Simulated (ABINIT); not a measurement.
# InAs (F-43m) in ABINIT: further runs, part 3 of 3

ABINIT 10.8.3 (patched build). Earlier steps stand in the parts before.

**4. Band structure, LDA-VWN**

Contents of run.abi:

```
# Datasets: ground state, then fixed potential
ndtset 2

# Pseudopotentials
pp_dirpath "./"
pseudos "In.LDA_PW-JTH_sp.xml, As.LDA_PW-JTH_sp.xml"

# Structure
acell 3*1.0
rprim
     0.0000000000     5.7031934441     5.7031934441
     5.7031934441     0.0000000000     5.7031934441
     5.7031934441     5.7031934441     0.0000000000
ntypat 2
znucl 49 33
natom 2
typat 1 2
xred
     0.0000000000     0.0000000000     0.0000000000
     0.7500000000     0.7500000000     0.7500000000

# Plane-wave basis
ecut 15.0
pawecutdg 30.0

# Exchange and correlation
ixc -1007

# Bands and occupations
occopt 3
tsmear 0.05 eV

# SCF cycle
nstep 100

# Output
iomode 3
prtwf 0
prteig 0
prtebands 0
enunit 2
prtden1 1

# Dataset 1
kptopt1 1
ngkpt1 8 8 8
nshiftk1 1
shiftk1 0.0 0.0 0.0
nband1 8
tolvrs1 1.0e-9

# Dataset 2: bands along G-X-W-K-G-L-U-W-L-K
iscf2 -2
getden2 1
nband2 12
nbdbuf2 2
tolwfr2 1.0e-12
kptopt2 -9
ndivsm2 5
prteig2 1
prtvol2 -3
kptbounds2
     0.0000000000     0.0000000000     0.0000000000
     0.5000000000     0.0000000000     0.5000000000
     0.5000000000     0.2500000000     0.7500000000
     0.3750000000     0.3750000000     0.7500000000
     0.0000000000     0.0000000000     0.0000000000
     0.5000000000     0.5000000000     0.5000000000
     0.6250000000     0.2500000000     0.6250000000
     0.5000000000     0.2500000000     0.7500000000
     0.5000000000     0.5000000000     0.5000000000
     0.3750000000     0.3750000000     0.7500000000
```

Potentials or basis: JTH PAW LDA v2.0 sp.

Run with:

```console
$ abinit run.abi > log 2>&1
```

run.abo:

```text
.Version 10.8.3 of ABINIT
 DATASET    1 : space group F-4 3 m (#216); Bravais cF (face-center cubic)
================================================================================
 Values of the parameters that define the memory need for DATASET  1.
     intxc =       0    ionmov =       0      iscf =      17    lmnmax =      13
     lnmax =       5     mgfft =      30  mpssoang =       3    mqgrid =    3001
     natom =       2  nloc_mem =       2    nspden =       1   nspinor =       1
    nsppol =       1      nsym =      24    n1xccc =       1    ntypat =       2
    occopt =       3   xclevel =       1
       mpw =        1036          nfft =       27000          nkpt =          29
 PAW method is used; the additional fine FFT grid is defined by:
   mgfftf=        40    nfftf =     64000
================================================================================
================================================================================

 DATASET    2 : space group F-4 3 m (#216); Bravais cF (face-center cubic)
================================================================================
 Values of the parameters that define the memory need for DATASET  2.
     intxc =       0    ionmov =       0      iscf =      -2    lmnmax =      13
     lnmax =       5     mgfft =      30  mpssoang =       3    mqgrid =    3001
     natom =       2  nloc_mem =       2    nspden =       1   nspinor =       1
    nsppol =       1      nsym =      24    n1xccc =       1    ntypat =       2
    occopt =       3   xclevel =       1
       mpw =        1040          nfft =       27000          nkpt =          87
 PAW method is used; the additional fine FFT grid is defined by:
   mgfftf=        40    nfftf =     64000
================================================================================
================================================================================

--------------------------------------------------------------------------------
------------- Echo of variables that govern the present computation ------------
--------------------------------------------------------------------------------
 -outvars: echo values of preprocessed input variables --------
            acell      1.0000000000E+00  1.0000000000E+00  1.0000000000E+00 Bohr
              amu      1.14820000E+02  7.49215900E+01
             ecut      1.50000000E+01 Hartree
           enunit           2
           getden1          0
           getden2          1
             iscf1         17
             iscf2         -2
              ixc       -1007
           jdtset        1    2
           kptopt1          1
           kptopt2         -9
         kptrlatt        8    0    0      0    8    0      0    0    8
          kptrlen1     6.45242681E+01
          kptrlen2     3.00000000E+01
            natom           2
            nband1          8
            nband2         12
           nbdbuf1          0
           nbdbuf2          2
           ndtset           2
           ndivsm1          0
           ndivsm2          5
            ngfft          30      30      30
[... 733 lines left out ...]
 Atom  Sphere_radius  Integrated_density
    1        2.90115          2.35172964
    2        2.10392          2.72358541

================================================================================

 ----iterations are completed or convergence reached----

 Mean square residual over all n,k,spin=   46.224E-14; max=  99.743E-14
 reduced coordinates (array xred) for    2 atoms
       0.000000000000      0.000000000000      0.000000000000
       0.750000000000      0.750000000000      0.750000000000

 cartesian coordinates (angstrom) at end:
    1      0.00000000000000     0.00000000000000     0.00000000000000
    2      4.52699999691250     4.52699999691250     4.52699999691250
 length scales=  1.000000000000  1.000000000000  1.000000000000 bohr
              =  0.529177210544  0.529177210544  0.529177210544 angstroms
 Eigenvalues (hartree) for nkpt=  87  k points:
 kpt#   1, nband= 12, wtk=  1.00000, kpt=  0.0000  0.0000  0.0000 (reduced coord)
  -0.46780   -0.04052   -0.02824   -0.02824   -0.02824    0.11475    0.11475    0.11475
   0.24322    0.32593    0.32593    0.35653
 kpt#   2, nband= 12, wtk=  1.00000, kpt=  0.0357  0.0000  0.0357 (reduced coord)
  -0.46723   -0.05537   -0.03024   -0.03024   -0.01339    0.11185    0.11747    0.11747
   0.24760    0.31148    0.32651    0.35796
 kpt#   3, nband= 12, wtk=  1.00000, kpt=  0.0714  0.0000  0.0714 (reduced coord)
  -0.46555   -0.07484   -0.03577   -0.03577    0.00595    0.10424    0.12517    0.12517
   0.25925    0.28821    0.32825    0.36224
 kpt#   4, nband= 12, wtk=  1.00000, kpt=  0.1071  0.0000  0.1071 (reduced coord)
  -0.46276   -0.09434   -0.04376   -0.04376    0.02485    0.09399    0.13676    0.13676
   0.26135    0.28054    0.33115    0.36935
 kpt#   5, nband= 12, wtk=  1.00000, kpt=  0.1429  0.0000  0.1429 (reduced coord)
  -0.45892   -0.11360   -0.05309   -0.05309    0.04233    0.08282    0.15110    0.15110
   0.24212    0.30097    0.33522    0.37926
 kpt#   6, nband= 12, wtk=  1.00000, kpt=  0.1786  0.0000  0.1786 (reduced coord)
  -0.45408   -0.13248   -0.06291   -0.06291    0.05702    0.07186    0.16732    0.16732
[... 229 lines left out ...]
 kpt#  83, nband= 12, wtk=  1.00000, kpt=  0.4306  0.4306  0.6389 (reduced coord)
  -0.41224   -0.23835   -0.13112   -0.08302    0.05585    0.13555    0.18797    0.21570
   0.28590    0.33852    0.36520    0.43735
 kpt#  84, nband= 12, wtk=  1.00000, kpt=  0.4167  0.4167  0.6667 (reduced coord)
  -0.40929   -0.23783   -0.14205   -0.08830    0.05559    0.14524    0.20387    0.20787
   0.27482    0.33339    0.39111    0.44874
 kpt#  85, nband= 12, wtk=  1.00000, kpt=  0.4028  0.4028  0.6944 (reduced coord)
  -0.40647   -0.23829   -0.14913   -0.09319    0.05262    0.14851    0.20982    0.21992
   0.26474    0.33094    0.41909    0.45892
 kpt#  86, nband= 12, wtk=  1.00000, kpt=  0.3889  0.3889  0.7222 (reduced coord)
  -0.40417   -0.23963   -0.15199   -0.09744    0.04906    0.14102    0.22421    0.23459
   0.25635    0.33239    0.44199    0.47066
 kpt#  87, nband= 12, wtk=  1.00000, kpt=  0.3750  0.3750  0.7500 (reduced coord)
  -0.40282   -0.24107   -0.15095   -0.10084    0.04593    0.12835    0.23917    0.24602
   0.25516    0.33923    0.44678    0.48748
 Eigenvalues (   eV  ) for nkpt=  87  k points:
 kpt#   1, nband= 12, wtk=  1.00000, kpt=  0.0000  0.0000  0.0000 (reduced coord)
 -12.72942   -1.10259   -0.76834   -0.76834   -0.76834    3.12240    3.12240    3.12240
   6.61845    8.86904    8.86904    9.70166
 kpt#   2, nband= 12, wtk=  1.00000, kpt=  0.0357  0.0000  0.0357 (reduced coord)
 -12.71406   -1.50666   -0.82278   -0.82278   -0.36444    3.04367    3.19653    3.19653
   6.73741    8.47571    8.88482    9.74065
 kpt#   3, nband= 12, wtk=  1.00000, kpt=  0.0714  0.0000  0.0714 (reduced coord)
 -12.66819   -2.03641   -0.97329   -0.97329    0.16188    2.83645    3.40603    3.40603
   7.05459    7.84273    8.93219    9.85695
 kpt#   4, nband= 12, wtk=  1.00000, kpt=  0.1071  0.0000  0.1071 (reduced coord)
 -12.59242   -2.56725   -1.19066   -1.19066    0.67634    2.55754    3.72130    3.72130
   7.11176    7.63397    9.01115   10.05045
 kpt#   5, nband= 12, wtk=  1.00000, kpt=  0.1429  0.0000  0.1429 (reduced coord)
 -12.48787   -3.09116   -1.44470   -1.44470    1.15179    2.25374    4.11165    4.11165
   6.58836    8.18990    9.12170   10.32014
 kpt#   6, nband= 12, wtk=  1.00000, kpt=  0.1786  0.0000  0.1786 (reduced coord)
 -12.35622   -3.60492   -1.71174   -1.71174    1.55166    1.95551    4.55291    4.55291
[... 230 lines left out ...]
 -11.21775   -6.48582   -3.56791   -2.25911    1.51984    3.68838    5.11485    5.86942
   7.77978    9.21172    9.93759   11.90103
 kpt#  84, nband= 12, wtk=  1.00000, kpt=  0.4167  0.4167  0.6667 (reduced coord)
 -11.13737   -6.47160   -3.86533   -2.40278    1.51259    3.95205    5.54747    5.65642
   7.47823    9.07209   10.64269   12.21093
 kpt#  85, nband= 12, wtk=  1.00000, kpt=  0.4028  0.4028  0.6944 (reduced coord)
 -11.06060   -6.48430   -4.05801   -2.53595    1.43186    4.04122    5.70942    5.98444
   7.20398    9.00540   11.40412   12.48775
 kpt#  86, nband= 12, wtk=  1.00000, kpt=  0.3889  0.3889  0.7222 (reduced coord)
 -10.99798   -6.52063   -4.13591   -2.65143    1.33498    3.83743    6.10097    6.38357
   6.97576    9.04480   12.02719   12.80733
 kpt#  87, nband= 12, wtk=  1.00000, kpt=  0.3750  0.3750  0.7500 (reduced coord)
 -10.96133   -6.55975   -4.10749   -2.74389    1.24993    3.49252    6.50826    6.69447
   6.94315    9.23097   12.15763   13.26487

== END DATASET(S) ==============================================================
================================================================================

 -outvars: echo values of variables after computation  --------
            acell      1.0000000000E+00  1.0000000000E+00  1.0000000000E+00 Bohr
           etotal1    -8.6611879491E+00
            fcart1     5.5327662507E-31  1.1065532501E-30 -1.2909787918E-30
                      -5.5327662507E-31 -1.1065532501E-30  1.2909787918E-30
            rprim      0.0000000000E+00  5.7031934441E+00  5.7031934441E+00
                       5.7031934441E+00  0.0000000000E+00  5.7031934441E+00
                       5.7031934441E+00  5.7031934441E+00  0.0000000000E+00
           strten1    -3.2493876702E-05 -3.2493876702E-05 -3.2493876702E-05
                       0.0000000000E+00  0.0000000000E+00  0.0000000000E+00
           xangst      0.0000000000E+00  0.0000000000E+00  0.0000000000E+00
                       4.5269999969E+00  4.5269999969E+00  4.5269999969E+00
             xred      0.0000000000E+00  0.0000000000E+00  0.0000000000E+00
                       7.5000000000E-01  7.5000000000E-01  7.5000000000E-01
 Calculation completed.
```

Wall time 19 s (1 thread of Arm Neoverse V2, shared host); peak memory 0.1 GiB.

What came out:

| Item | Value |
| --- | --- |
| Free energy | -235.6829 eV |
| Pressure | 1.0 GPa |
| Band gap on the k mesh | none (metal or under the smearing width) |

Levels at the corners of the path, in eV from the Fermi level:
```csv
point,band 1,band 2,band 3,band 4,band 5,band 6,band 7,band 8,band 9
Γ,-12.01,-0.38,-0.05,-0.05,-0.05,3.84,3.84,3.84,7.34
X,-10.21,-5.99,-2.40,-2.40,1.38,1.93,9.11,9.18,9.18
W,-10.18,-5.83,-3.07,-2.97,4.18,4.22,4.91,5.99,9.64
K,-10.24,-5.84,-3.39,-2.02,1.97,4.21,7.23,7.42,7.66
Γ,-12.01,-0.38,-0.05,-0.05,-0.05,3.84,3.84,3.84,7.34
L,-10.73,-5.90,-1.05,-1.05,0.80,4.62,4.62,6.76,8.95
U,-10.24,-5.84,-3.39,-2.02,1.97,4.21,7.23,7.42,7.66
W,-10.18,-5.83,-3.07,-2.97,4.18,4.22,4.91,5.99,9.64
L,-10.73,-5.90,-1.05,-1.05,0.80,4.62,4.62,6.76,8.95
K,-10.24,-5.84,-3.39,-2.02,1.97,4.21,7.23,7.42,7.66
```

Caveat: spin-orbit coupling is left out, which moves the levels of the heavy elements; this set keeps more shells in the core, which shifts pressures and gaps; this crystal is a semiconductor, whose small gap the functional closes, so the metal is an error of the method; the atomic spheres overlap.

**5. Band structure, AM05**

Edit run.abi of step 4 so:

```diff
@@ -5,3 +5,3 @@
 pp_dirpath "./"
-pseudos "In.LDA_PW-JTH_sp.xml, As.LDA_PW-JTH_sp.xml"
+pseudos "In.GGA_PBE-JTH_sp.xml, As.GGA_PBE-JTH_sp.xml"
 
@@ -26,3 +26,3 @@
 # Exchange and correlation
-ixc -1007
+ixc -120135
 
@@ -30,3 +30,3 @@
 occopt 3
-tsmear 0.05 eV
+tsmear 0.00183747
 
@@ -40,3 +40,2 @@
 prtebands 0
-enunit 2
 prtden1 1
@@ -60,3 +59,2 @@
 prteig2 1
-prtvol2 -3
 kptbounds2
```

Potentials or basis: JTH PAW PBE v2.0 sp.

Run with:

```console
$ abinit run.abi > log 2>&1
```

Run time: 23 s. Hardware: 1 thread of Arm Neoverse V2, shared host; peak memory 0.11 GiB.

Results (log left out):

```
Free energy            : -231.3232 eV
Band gap on the k mesh : none (metal or under the smearing width)
```

Levels at the corners of the path, in eV from the Fermi level:
```tsv
point	band 2	band 3	band 4	band 5	band 6	band 7
Γ	-0.16	-0.05	-0.05	-0.05	3.90	3.90
X	-5.92	-2.39	-2.39	1.51	2.03	9.30
W	-5.76	-3.05	-2.94	4.25	4.31	5.03
K	-5.77	-3.36	-2.01	2.09	4.31	7.37
Γ	-0.16	-0.05	-0.05	-0.05	3.90	3.90
L	-5.84	-1.05	-1.05	0.95	4.67	4.67
U	-5.77	-3.36	-2.01	2.09	4.31	7.37
W	-5.76	-3.05	-2.94	4.25	4.31	5.03
L	-5.84	-1.05	-1.05	0.95	4.67	4.67
K	-5.77	-3.36	-2.01	2.09	4.31	7.37
```

Caveat: the cutoff is too short for stress, so the log's stress isn't used; the PAW data sets were made with another functional, which shifts forces and pressure a little; spin-orbit coupling is left out, which moves the levels of the heavy elements; this set keeps more shells in the core, which shifts pressures and gaps; this crystal is a semiconductor, whose small gap the functional closes, so the metal is an error of the method; the atomic spheres overlap.

**6. Overview**

| level | potentials or basis | cutoff (eV) | fine-grid cutoff | gap on the mesh (eV) |
| --- | --- | --- | --- | --- |
| PBEsol | JTH PAW PBE v2.0 sp | 408 | 816.342 eV | none |
| r2SCAN | JTH PAW PBE v2.0 sp | 490 | 979.61 eV | 0.32 |
| LDA-VWN | JTH PAW LDA v2.0 sp | 408 | 816.342 eV | none |
| AM05 | JTH PAW PBE v2.0 sp | 408 | 816.342 eV | none |

Alike in all rows: task band structure; no spin polarisation; cell as given; k mesh 8 × 8 × 8; smearing fermi-dirac 0.05 eV.

Caveats: spin-orbit coupling is left out, which moves the levels of the heavy elements; this set keeps more shells in the core, which shifts pressures and gaps; the atomic spheres overlap; the PAW data sets were made with another functional, which shifts forces and pressure a little (some runs); this crystal is a semiconductor, whose small gap the functional closes, so the metal is an error of the method (some runs); totals of a meta-GGA on PAW files have another zero than those of a GGA (some runs).

Total energies depend on the potentials used, so only differences within one code and one set of settings carry meaning.

**7. Comparison with measurements**

Step 2. Against the measured gap of InAs, 0.418 eV (direct; 4.2 K; a printed reference work, data compilation), the calculated 0.00 eV is off by -0.42 eV. Spin-orbit coupling on As, In is left out. The value is that of PBEsol on a finite k mesh, which can miss the band edges, without temperature or zero-point motion. Semilocal functionals fall short of measured gaps as a rule.

Step 3. Against the measured gap of InAs, 0.418 eV (direct; 4.2 K; a printed reference work, data compilation), the calculated 0.32 eV is off by -0.09 eV. Spin-orbit coupling on As, In is left out. The value is that of r2SCAN, without temperature or zero-point motion.

Step 4. Against the measured gap of InAs, 0.418 eV (direct; 4.2 K; a printed reference work, data compilation), the calculated 0.00 eV is off by -0.42 eV. Spin-orbit coupling on As, In is left out. The value is that of LDA-VWN on a finite k mesh, which can miss the band edges, without temperature or zero-point motion. Semilocal functionals fall short of measured gaps as a rule.

Step 5. Against the measured gap of InAs, 0.418 eV (direct; 4.2 K; a printed reference work, data compilation), the calculated 0.00 eV is off by -0.42 eV. Spin-orbit coupling on As, In is left out. The value is that of AM05 on a finite k mesh, which can miss the band edges, without temperature or zero-point motion. Semilocal functionals fall short of measured gaps as a rule.
